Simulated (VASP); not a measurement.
# MgO in VASP: one cell, several levels of theory, part 2 of 2

VASP 6.6.1, plane waves, PAW. Earlier steps stand in the parts before.

## (3) r2SCAN

Input file INCAR:

```
ENCUT = 520.000000
SIGMA = 0.010000
EDIFF = 1.00e-07
ALGO = Normal
METAGGA = R2SCAN
PREC = Accurate
IBRION = -1
ISIF = 2
ISMEAR = 0
NBANDS = 11
NELM = 120
NSW = 0
LASPH = .TRUE.
LCHARG = .FALSE.
LWAVE = .FALSE.
LREAL = .FALSE.
```

Input file KPOINTS:

```
KPOINTS created by Atomic Simulation Environment
0
Gamma
10 10 10
0 0 0
```

Input file KPOINTS_OPT:

```
special points
6
Reciprocal
0.0000000000 0.0000000000 0.0000000000 1
0.5000000000 0.0000000000 0.5000000000 1
0.6250000000 0.2500000000 0.6250000000 1
0.3750000000 0.3750000000 0.7500000000 1
0.5000000000 0.5000000000 0.5000000000 1
0.5000000000 0.2500000000 0.7500000000 1
```

Input file POSCAR:

```
Mg O
 1.0000000000000000
     0.0000000000000000    2.1231890895999999    2.1231890895999999
     2.1231890895999999    0.0000000000000000    2.1231890895999999
     2.1231890895999999    2.1231890895999999    0.0000000000000000
 Mg  O
   1   1
Cartesian
  0.0000000000000000  0.0000000000000000  0.0000000000000000
  2.1231890895999994  2.1231890895999994  2.1231890895999994
```

Command:

```sh
> mpirun -np 1 vasp_std
```

Printed to the terminal (iteration lines stand in OSZICAR):

```text
POSCAR found type information on POSCAR MgO
 POSCAR found :  2 types and       2 ions
 -----------------------------------------------------------------------------
|                                                                             |
|                                                                             |
|     You enforced a specific xc type in the INCAR file but a different       |
|     I HOPE YOU KNOW WHAT YOU ARE DOING!                                     |
|                                                                             |
 -----------------------------------------------------------------------------

 LDA part: xc-table for (None), standard interpolation
 POSCAR, INCAR and KPOINTS ok, starting setup
 FFT: planning ... GRIDC
 FFT: planning ... GRID_SOFT
 FFT: planning ... GRID
 WAVECAR not read
 entering main loop
 Start KPOINTS_OPT (optional k-point list driver)
k-point batch [1-6\6]
```

OSZICAR:

```text
N       E                     dE             d eps       ncg     rms          rms(c)
DAV:   1     0.680823510578E+01    0.68082E+01   -0.47811E+03  1194   0.670E+02
DAV:   2    -0.193350090533E+02   -0.26143E+02   -0.25506E+02  1196   0.139E+02
DAV:   3    -0.198530502823E+02   -0.51804E+00   -0.51762E+00  1269   0.168E+01
DAV:   4    -0.198543975548E+02   -0.13473E-02   -0.13473E-02  1136   0.967E-01
DAV:   5    -0.198544025693E+02   -0.50144E-05   -0.50144E-05  1220   0.586E-02    0.679E+00
DAV:   6    -0.160654830600E+02    0.37889E+01   -0.55944E+00  1082   0.127E+01    0.195E+00
DAV:   7    -0.161400812865E+02   -0.74598E-01   -0.21035E-01  1157   0.334E+00    0.144E+00
DAV:   8    -0.161528707361E+02   -0.12789E-01   -0.62775E-02  1079   0.244E+00    0.526E-01
DAV:   9    -0.161495972603E+02    0.32735E-02   -0.98852E-03  1109   0.656E-01    0.150E-01
DAV:  10    -0.161494777015E+02    0.11956E-03   -0.11469E-03  1160   0.242E-01    0.211E-02
DAV:  11    -0.161494977066E+02   -0.20005E-04   -0.11628E-05  1151   0.309E-02    0.655E-03
DAV:  12    -0.161494996270E+02   -0.19204E-05   -0.35160E-07  1181   0.411E-03    0.391E-03
DAV:  13    -0.161494994309E+02    0.19606E-06   -0.10124E-06  1109   0.679E-03    0.960E-05
DAV:  14    -0.161494991783E+02    0.25267E-06   -0.43102E-09   568   0.619E-04    0.125E-04
DAV:  15    -0.161494990998E+02    0.78450E-07   -0.91686E-10   556   0.187E-04
   1 F= -.16149499E+02 E0= -.16149499E+02  d E =-.259181E-56
       N       E                     dE             ncg
DAV:   1     0.521277620168E+03   -0.18096E+04      132
DAV:   2     0.330364287111E+03   -0.19091E+03      150
DAV:   3     0.326168000304E+03   -0.41963E+01      170
DAV:   4     0.326156885861E+03   -0.11114E-01      144
DAV:   5     0.326156845018E+03   -0.40844E-04      159
DAV:   6     0.326156844812E+03   -0.20537E-06      138
DAV:   7     0.326156844812E+03   -0.58196E-09      146
```

From OUTCAR:

```text
k-points           NKPTS =     47   k-points in BZ     NKDIM =     47   number of bands    NBANDS=     11

   NELECT =       8.0000    total number of electrons

   dimension x,y,z NGX =    24 NGY =   24 NGZ =   24
   dimension x,y,z NGXF=    48 NGYF=   48 NGZF=   48

  energy-cutoff  :      520.00
  volume of cell :       19.14
      direct lattice vectors                 reciprocal lattice vectors
     0.000000000  2.123189090  2.123189090    -0.235494805  0.235494805  0.235494805
     2.123189090  0.000000000  2.123189090     0.235494805 -0.235494805  0.235494805
     2.123189090  2.123189090  0.000000000     0.235494805  0.235494805 -0.235494805

 k-points in reciprocal lattice and weights: KPOINTS created by Atomic Simulation Env
   0.00000000  0.00000000  0.00000000       0.001
   0.10000000  0.00000000  0.00000000       0.008
   0.20000000  0.00000000  0.00000000       0.008
   0.30000000  0.00000000  0.00000000       0.008
   0.40000000  0.00000000  0.00000000       0.008
   0.50000000  0.00000000  0.00000000       0.004
   0.10000000  0.10000000  0.00000000       0.006
   0.20000000  0.10000000  0.00000000       0.024
[... 39 more k-points ...]

 E-fermi :   2.7090

 k-point     1 :       0.0000    0.0000    0.0000
  band No.  band energies     occupation
      1     -15.4785      2.00000
      2       2.5997      2.00000
      3       2.5997      2.00000
      4       2.5997      2.00000
      5       7.9611      0.00000
      6      19.2890      0.00000
      7      19.2890      0.00000
      8      19.2890      0.00000
      9      23.3650      0.00000
     10      25.1067      0.00000
     11      25.1067      0.00000

 k-point     2 :       0.1000    0.0000    0.0000
  band No.  band energies     occupation
      1     -15.3790      2.00000
      2       1.9775      2.00000
      3       2.5332      2.00000
      4       2.5332      2.00000
      5       8.5768      0.00000
      6      18.0530      0.00000
      7      19.5321      0.00000
      8      19.5321      0.00000
      9      24.3532      0.00000
     10      24.3532      0.00000
     11      25.0123      0.00000

 k-point     3 :       0.2000    0.0000    0.0000
  band No.  band energies     occupation
      1     -15.1067      2.00000
      2       0.6870      2.00000
      3       2.3645      2.00000
      4       2.3645      2.00000
      5       9.7919      0.00000
      6      16.5355      0.00000
      7      20.0169      0.00000
      8      20.0169      0.00000
      9      23.6480      0.00000
     10      23.6480      0.00000
     11      25.9229      0.00000

 k-point     4 :       0.3000    0.0000    0.0000
  band No.  band energies     occupation
      1     -14.7429      2.00000
      2      -0.6122      2.00000
      3       2.1656      2.00000
      4       2.1656      2.00000
      5      10.7783      0.00000
      6      15.8410      0.00000
      7      20.1154      0.00000
      8      20.1154      0.00000
      9      24.1311      0.00000
     10      24.1311      0.00000
     11      25.3251      0.00000

 k-point     5 :       0.4000    0.0000    0.0000
  band No.  band energies     occupation
      1     -14.4206      2.00000
      2      -1.5564      2.00000
      3       2.0116      2.00000
      4       2.0116      2.00000
      5      11.1757      0.00000
      6      15.9385      0.00000
      7      19.8827      0.00000
      8      19.8827      0.00000
      9      24.7842      0.00000
     10      25.4607      0.00000
     11      25.4607      0.00000

 k-point     6 :       0.5000    0.0000    0.0000
  band No.  band energies     occupation
      1     -14.2894      2.00000
      2      -1.9035      2.00000
      3       1.9543      2.00000
      4       1.9543      2.00000
      5      11.2377      0.00000
      6      16.1171      0.00000
      7      19.7637      0.00000
      8      19.7637      0.00000
      9      24.5925      0.00000
     10      26.2474      0.00000
     11      26.2474      0.00000

 k-point     7 :       0.1000    0.1000    0.0000
  band No.  band energies     occupation
      1     -15.3469      2.00000
      2       1.9155      2.00000
      3       2.4489      2.00000
      4       2.4489      2.00000
      5       8.7773      0.00000
      6      17.6824      0.00000
      7      19.6350      0.00000
      8      19.6350      0.00000
      9      23.0982      0.00000
     10      25.4194      0.00000
     11      25.6527      0.00000

 k-point     8 :       0.2000    0.1000    0.0000
  band No.  band energies     occupation
      1     -15.1346      2.00000
      2       0.9652      2.00000
      3       2.2693      2.00000
      4       2.2956      2.00000
      5       9.7930      0.00000
      6      16.4321      0.00000
      7      19.9820      0.00000
      8      20.0602      0.00000
      9      22.0029      0.00000
     10      25.2017      0.00000
     11      27.1468      0.00000

 k-point     9 :       0.3000    0.1000    0.0000
  band No.  band energies     occupation
      1     -14.8036      2.00000
      2      -0.2260      2.00000
      3       2.0596      2.00000
      4       2.0701      2.00000
      5      10.9100      0.00000
      6      15.6268      0.00000
      7      19.6488      0.00000
      8      20.3144      0.00000
      9      22.3862      0.00000
     10      25.3147      0.00000
     11      26.8343      0.00000

 k-point    10 :       0.4000    0.1000    0.0000
  band No.  band energies     occupation
      1     -14.4671      2.00000
      2      -1.2177      2.00000
      3       1.8079      2.00000
      4       1.9250      2.00000
      5      11.5391      0.00000
      6      15.6463      0.00000
      7      19.0465      0.00000
      8      20.1980      0.00000
      9      23.6797      0.00000
     10      26.1604      0.00000
     11      26.3795      0.00000

 k-point    11 :       0.5000    0.1000    0.0000
  band No.  band energies     occupation
      1     -14.2695      2.00000
      2      -1.7331      2.00000
      3       1.6334      2.00000
      4       1.8818      2.00000
      5      11.6974      0.00000
      6      15.9811      0.00000
      7      18.7472      0.00000
      8      20.0355      0.00000
      9      24.8523      0.00000
     10      26.2025      0.00000
     11      26.5535      0.00000

 k-point    12 :      -0.4000    0.1000    0.0000
  band No.  band energies     occupation
      1     -14.3118      2.00000
      2      -1.6217      2.00000
      3       1.5941      2.00000
      4       1.9543      2.00000
      5      11.6868      0.00000
      6      15.9211      0.00000
      7      18.8041      0.00000
      8      20.0803      0.00000
      9      25.3590      0.00000
     10      25.4524      0.00000
     11      26.2172      0.00000

 k-point    13 :      -0.3000    0.1000    0.0000
  band No.  band energies     occupation
      1     -14.5711      2.00000
      2      -0.9203      2.00000
      3       1.7073      2.00000
      4       2.1199      2.00000
      5      11.4134      0.00000
      6      15.6396      0.00000
      7      19.1669      0.00000
      8      20.3891      0.00000
      9      23.5078      0.00000
     10      25.2035      0.00000
     11      26.4930      0.00000

 k-point    14 :      -0.2000    0.1000    0.0000
  band No.  band energies     occupation
      1     -14.9213      2.00000
      2       0.1596      2.00000
      3       1.9522      2.00000
      4       2.3222      2.00000
      5      10.5616      0.00000
      6      15.9307      0.00000
      7      19.5994      0.00000
      8      20.5997      0.00000
      9      22.3465      0.00000
     10      24.5672      0.00000
     11      26.9773      0.00000

 k-point    15 :      -0.1000    0.1000    0.0000
  band No.  band energies     occupation
      1     -15.2228      2.00000
      2       1.2783      2.00000
      3       2.2735      2.00000
      4       2.4834      2.00000
      5       9.3803      0.00000
      6      16.9733      0.00000
      7      19.7055      0.00000
      8      19.9690      0.00000
      9      22.9693      0.00000
     10      24.4714      0.00000
     11      26.5360      0.00000

 k-point    16 :       0.2000    0.2000    0.0000
  band No.  band energies     occupation
      1     -14.9969      2.00000
      2       0.6374      2.00000
      3       2.0809      2.00000
      4       2.0809      2.00000
      5      10.4584      0.00000
      6      15.5436      0.00000
      7      20.2695      0.00000
      8      20.4939      0.00000
      9      20.4939      0.00000
     10      26.3415      0.00000
     11      29.8342      0.00000

[... the tables of k-points 17 to 47 left out ...]

  Total       -0.6933508     -0.6933508     -0.6933508     -0.0000000     -0.0000000      0.0000000
  in kB      -58.0320064    -58.0320064    -58.0320064     -0.0000000     -0.0000000      0.0000000
  external PRESSURE =     -58.0320064 kB  Pullay stress =       0.0000000 kB

 POSITION                                       TOTAL-FORCE (eV/Angst)
 -----------------------------------------------------------------------------------
      0.00000      0.00000      0.00000        -0.000000     -0.000000      0.000000
      2.12319      2.12319      2.12319         0.000000      0.000000      0.000000
 -----------------------------------------------------------------------------------
    total drift:                               -0.000000     -0.000000      0.000000

  FREE ENERGIE OF THE ION-ELECTRON SYSTEM (eV)
  ---------------------------------------------------
  free  energy   TOTEN  =       -16.1494990998 eV

  energy  without entropy=      -16.1494990998  energy(sigma->0) =      -16.14949910
```

Hardware: 1 MPI rank of Intel Xeon Platinum 8488C, shared host.

The levels at the points of KPOINTS_OPT are read from vasprun.xml.

Near the gap, in eV above the top of the last filled band v; c is the band after it:

| point | v−1 | v | c | c+1 |
| --- | --- | --- | --- | --- |
| Γ | 0.00 | 0.00 | 5.36 | 16.69 |
| X | -1.34 | -1.34 | 10.00 | 10.79 |
| U | -2.64 | -1.14 | 10.93 | 12.63 |
| K | -2.64 | -1.14 | 10.93 | 12.63 |
| L | -0.65 | -0.65 | 8.64 | 13.52 |
| W | -2.89 | -1.73 | 12.52 | 12.52 |

r2SCAN gives a direct gap of 5.36 eV at Γ. The pressure is -5.80 GPa; the forces vanish within 0.01 eV/Å.

## (4) What came out

What follows sums up all 2 parts.

```
 level  gap (eV)  pressure (GPa)  Ansatz: gap (eV)  Ansatz: pressure (GPa)
   PBE      4.49            0.06              4.51                    0.79
r2SCAN      5.36           -5.80              5.39                   -4.67
```

The gap runs from 4.49 eV (PBE) to 5.36 eV (r2SCAN). The pressure is highest with PBE (0.1 GPa) and lowest with r2SCAN (-5.8 GPa), which orders the cells that they would relax to. The two programs agree on the gap within 0.03 eV, far less than the spread between functionals. Each program uses its own PAW datasets and cutoff. VASP's cell holds 8 valence electrons and Ansatz's 16.
